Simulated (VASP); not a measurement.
# PbSe (Clausthalite) (Fm-3m) in VASP: settings compared, part 2 of 3

VASP 6.6.1.

### Step 4. Single point, r2SCAN

Contents of POSCAR:

```
PbSe
1.0
    0.0000000000      3.0696893610      3.0696893610
    3.0696893610      0.0000000000      3.0696893610
    3.0696893610      3.0696893610      0.0000000000
Pb Se
1 1
Direct
    0.0000000000      0.0000000000      0.0000000000
    0.5000000000      0.5000000000      0.5000000000
```

Contents of INCAR.step1:

```
SYSTEM = PbSe
ALGO = Normal ; EDIFF = 1E-4
ENCUT = 520 ; GGA = PE
ISMEAR = 0 ; LASPH = .True.
LCHARG = .False. ; LREAL = .False.
LWAVE = .True. ; NBANDS = 17
NELM = 60 ; PREC = Accurate
SIGMA = 0.01
```

Contents of INCAR.step2:

```
SYSTEM = PbSe
ALGO = Normal ; EDIFF = 1E-7
ENCUT = 520 ; ISIF = 2
ISMEAR = 0 ; ISTART = 1
LASPH = .True. ; LCHARG = .True.
LELF = .True. ; LMIXTAU = .True.
LREAL = .False. ; LVHAR = .True.
LWAVE = .False. ; METAGGA = R2SCAN
NBANDS = 17 ; NELM = 60
PREC = Accurate ; SIGMA = 0.01
```

Contents of KPOINTS:

```
k-points
0
Gamma
  6 6 6
  0 0 0
```

Potentials or basis: VASP PAW PBE potentials, release 64 (Pb_d, Se).

Started as:

```
$ cat potpaw_PBE.64/Pb_d/POTCAR potpaw_PBE.64/Se/POTCAR > POTCAR
$ cp INCAR.step1 INCAR
$ mpirun -np 1 vasp_std > vasp.out
$ cp INCAR.step2 INCAR
$ mpirun -np 1 vasp_std > vasp.out
```

OUTCAR:

```text
SYSTEM = PbSe
   EDIFF = 1E-7
   ENCUT = 520
   ISIF = 2
   ISMEAR = 0
   ISTART = 1
   LASPH = .True.
   LREAL = .False.
   METAGGA = R2SCAN
   NELM = 60
   PREC = Accurate

 ion  position               nearest neighbor table
   1  0.000  0.000  0.000-   2 3.07   2 3.07   2 3.07   2 3.07   2 3.07   2 3.07
   2  0.500  0.500  0.500-   1 3.07   1 3.07   1 3.07   1 3.07   1 3.07   1 3.07

  LATTYP: Found a face centered cubic cell.
 ALAT       =     6.1393787220

  Lattice vectors:

 A1 = (   0.0000000000,   3.0696893610,   3.0696893610)
 A2 = (   3.0696893610,   0.0000000000,   3.0696893610)
 A3 = (   3.0696893610,   3.0696893610,   0.0000000000)

Analysis of symmetry for initial positions (statically):
=====================================================================
 Subroutine PRICEL returns:
 Original cell was already a primitive cell.

 Routine SETGRP: Setting up the symmetry group for a
 face centered cubic supercell.

 Subroutine GETGRP returns: Found 48 space group operations
 (whereof 48 operations were pure point group operations)
 out of a pool of 48 trial point group operations.

The static configuration has the point symmetry O_h .

Analysis of symmetry for dynamics (positions and initial velocities):
=====================================================================
 Subroutine PRICEL returns:
 Original cell was already a primitive cell.

 Routine SETGRP: Setting up the symmetry group for a
 face centered cubic supercell.

 Subroutine GETGRP returns: Found 48 space group operations
 (whereof 48 operations were pure point group operations)
 out of a pool of 48 trial point group operations.

The dynamic configuration has the point symmetry O_h .

 Subroutine INISYM returns: Found 48 space group operations
 (whereof 48 operations are pure point group operations),
 and found     1 'primitive' translations

----------------------------------------------------------------------------------------

                                     Primitive cell

  volume of cell :      57.8513

  direct lattice vectors                    reciprocal lattice vectors
     0.000000000  3.069689361  3.069689361    -0.162882931  0.162882931  0.162882931
     3.069689361  0.000000000  3.069689361     0.162882931 -0.162882931  0.162882931
     3.069689361  3.069689361  0.000000000     0.162882931  0.162882931 -0.162882931

  length of vectors
     4.341196327  4.341196327  4.341196327     0.282121512  0.282121512  0.282121512

  position of ions in fractional coordinates (direct lattice)
     0.000000000  0.000000000  0.000000000
     0.500000000  0.500000000  0.500000000

  ion indices of the primitive-cell ions
   primitive index   ion index
                 1           1
                 2           2

----------------------------------------------------------------------------------------

 KPOINTS: k-points

Automatic generation of k-mesh.
 Grid dimensions read from file:
 generate k-points for:    6    6    6

 Generating k-lattice:

  Cartesian coordinates                     Fractional coordinates (reciprocal lattice)
    -0.027147155  0.027147155  0.027147155     0.166666667  0.000000000  0.000000000
     0.027147155 -0.027147155  0.027147155     0.000000000  0.166666667  0.000000000
     0.027147155  0.027147155 -0.027147155     0.000000000  0.000000000  0.166666667

  Length of vectors
     0.047020252  0.047020252  0.047020252

  Shift w.r.t. Gamma in fractional coordinates (k-lattice)
     0.000000000  0.000000000  0.000000000

 Subroutine IBZKPT returns following result:
 ===========================================

 Found     16 irreducible k-points:

 Following reciprocal coordinates:
            Coordinates               Weight
  0.000000  0.000000  0.000000      1.000000
  0.166667  0.000000  0.000000      8.000000
  0.333333  0.000000  0.000000      8.000000
  0.500000  0.000000  0.000000      4.000000
  0.166667  0.166667  0.000000      6.000000
  0.333333  0.166667  0.000000     24.000000
[... 8 lines left out ...]
 -0.333333  0.333333  0.166667     24.000000
 -0.333333  0.500000  0.166667     12.000000
   k-points           NKPTS =     16   k-points in BZ     NKDIM =     16   number of bands    NBANDS=     17
   number of dos      NEDOS =    301   number of ions     NIONS =      2
   total plane-waves  NPLWV =  32768
   dimension x,y,z NGX =    32 NGY =   32 NGZ =   32
   dimension x,y,z NGXF=    64 NGYF=   64 NGZF=   64
   ions per type =               1   1
   NGX,Y,Z   is equivalent  to a cutoff of  12.25, 12.25, 12.25 a.u.
   NGXF,Y,Z  is equivalent  to a cutoff of  24.51, 24.51, 24.51 a.u.
 SYSTEM =  PbSe
   PREC   = accura    normal or accurate (medium, high low for compatibility)
   ISTART =      1    job   : 0-new  1-cont  2-samecut
   ICHARG =      0    charge: 1-file 2-atom 10-const
   ISPIN  =      1    spin polarized calculation?
   LNONCOLLINEAR =      F non collinear calculations
   LSORBIT =      F    spin-orbit coupling
   LASPH  =      T    aspherical Exc in radial PAW
   ENCUT  =  520.0 eV  38.22 Ry    6.18 a.u.   8.07  8.07  8.07*2*pi/ulx,y,z
   NELM   =     60;   NELMIN=  2; NELMDL=  0     # of ELM steps
   EDIFF  = 0.1E-06   stopping-criterion for ELM
   LREAL  =      F    real-space projection
   EDIFFG = 0.1E-05   stopping-criterion for IOM
   NSW    =      0    number of steps for IOM
   IBRION =     -1    ionic relax: 0-MD 1-quasi-New 2-CG
   NFREE  =      0    steps in history (QN), initial steepest desc. (CG)
   ISIF   =      2    stress and relaxation
   ISYM   =      2    0-nonsym 1-usesym 2-fastsym
   POTIM  = 0.5000    time-step for ionic-motion
   TEBEG  =    0.0;   TEEND  =   0.0 temperature during run
   PSTRESS=    0.0 pullay stress
   NELECT =      20.0000    total number of electrons
   NUPDOWN=      -1.0000    fix difference up-down
   EMIN   =  10.00;   EMAX   =-10.00  energy-range for DOS
   EFERMI =   0.00;   METHOD = LEGACY
   ISMEAR =     0;   SIGMA  =   0.01  broadening in eV -4-tet -1-fermi 0-gaus
   EFERMI_NEDOS =   21; number of points for ismear=-14 and -15
   IALGO  =     38    algorithm
   IMIX   =      4    mixing-type and parameters
     AMIX     =   0.40;   BMIX     =  1.00
     AMIX_MAG =   1.60;   BMIX_MAG =  1.00
  volume/ion in A,a.u.               =      28.93       195.20
  Fermi-wavevector in a.u.,A,eV,Ry     =   1.148983  2.171264 17.961905  1.320163
  Thomas-Fermi vector in A             =   2.285655
   LORBIT       =      0    0 simple, 1 ext, 2 COOP (PROOUT), +10 PAW based schemes
   METAGGA = R2SCAN    functional components
   LHFCALC =     F    Hartree Fock is set to
   AEXX    =    0.0000 exact exchange contribution
   IVDW    =     0    specifies the selected vdW correction
   LEPSILON=     F    determine dielectric tensor
   LRPA    =     F    only Hartree local field effects (RPA)
 non-spin polarized calculation
 Gauss-broadening in eV      SIGMA  =   0.01
  energy-cutoff  :      520.00
  volume of cell :       57.85
 maximum number of plane-waves:      1588
   NGX = 17   NGY = 17   NGZ = 17

 number of electron      19.9999997 magnetization

 Free energy of the ion-electron system (eV)
  ---------------------------------------------------
  ext. energy  EPLUGINS =         0.00000000
  ---------------------------------------------------
  free energy    TOTEN  =       -71.93762013 eV

  energy without entropy =      -71.93762013  energy(sigma->0) =      -71.93762013

 E-fermi :   4.8962     XC(G=0): -10.0251

 val. band max:        4.8011259117   @ k =   0.5000   0.0000   0.0000
 cond. band min:       5.4110392570   @ k =   0.5000   0.0000   0.0000
 fundamental gap:      0.6099133453
 Fermi energy:         4.8961973113

 k-point     1 :       0.0000    0.0000    0.0000
  band No.  band energies     occupation
      1     -12.6449      2.00000
      2     -12.6449      2.00000
      3     -12.6449      2.00000
      4     -12.6414      2.00000
      5     -12.6414      2.00000
      6      -9.2674      2.00000
[... 9 lines left out ...]
     16      11.7832      0.00000
     17      13.4638      0.00000
[... 281 lines left out ...]
 k-point    16 :      -0.3333    0.5000    0.1667
  band No.  band energies     occupation
      1     -12.7495      2.00000
      2     -12.6478      2.00000
      3     -12.6368      2.00000
      4     -12.6177      2.00000
      5     -12.6020      2.00000
      6      -7.7822      2.00000
[... 9 lines left out ...]
     16      17.0931      0.00000
     17      17.9987      0.00000

------------------------ aborting loop because EDIFF is reached ----------------------------------------

  FORCE on cell =-STRESS in cart. coord.  units (eV):
  Direction    XX          YY          ZZ          XY          YZ          ZX
  --------------------------------------------------------------------------------------
  -------------------------------------------------------------------------------------
  Total        0.3544867      0.3544867      0.3544867      0.0000000      0.0000000     -0.0000000
  in kB        9.8174184      9.8174184      9.8174184      0.0000000      0.0000000     -0.0000000
  external PRESSURE =       9.8174184 kB  Pullay stress =       0.0000000 kB

 VOLUME and BASIS-vectors are now :
 -----------------------------------------------------------------------------
  energy-cutoff  :      520.00
  volume of cell :       57.85
      direct lattice vectors                 reciprocal lattice vectors
     0.000000000  3.069689361  3.069689361    -0.162882931  0.162882931  0.162882931
     3.069689361  0.000000000  3.069689361     0.162882931 -0.162882931  0.162882931
     3.069689361  3.069689361  0.000000000     0.162882931  0.162882931 -0.162882931

 POSITION                                       TOTAL-FORCE (eV/Angst)
 -----------------------------------------------------------------------------------
      0.00000      0.00000      0.00000         0.000000      0.000000      0.000000
      3.06969      3.06969      3.06969        -0.000000     -0.000000     -0.000000
 -----------------------------------------------------------------------------------
    total drift:                                0.000000     -0.000000     -0.000000

  FREE ENERGIE OF THE ION-ELECTRON SYSTEM (eV)
  ---------------------------------------------------
  free  energy   TOTEN  =       -71.9376201278 eV

  energy  without entropy=      -71.9376201278  energy(sigma->0) =      -71.93762013
```

It took 93 s on 1 thread of Intel Xeon 8259CL, shared host; peak memory 0.19 GiB.

What came out:

| Item | Value |
| --- | --- |
| Free energy | -71.9376 eV |
| Pressure | 1.0 GPa |
| Band gap on the k mesh | 0.61 eV, direct |

Levels at points of the mesh, in eV from the valence-band top:
```
           k point  band 7  band 8  band 9  band 10  band 11  band 12  band 13  band 14
(0.00, 0.00, 0.00)   -6.36   -1.98   -1.98    -1.98     5.02     5.02     5.02     6.98
(0.50, 0.00, 0.00)   -9.01   -1.57   -1.57     0.00     0.61     1.94     1.94     9.08
(0.50, 0.50, 0.00)   -7.53   -5.07   -3.33    -3.33     4.06     5.96     5.96     6.44
```

Caveat: the PAW data sets were made with another functional, which shifts forces and pressure a little; spin-orbit coupling is left out, which moves the levels of the heavy elements.

(Continued in part 3 of 3.)
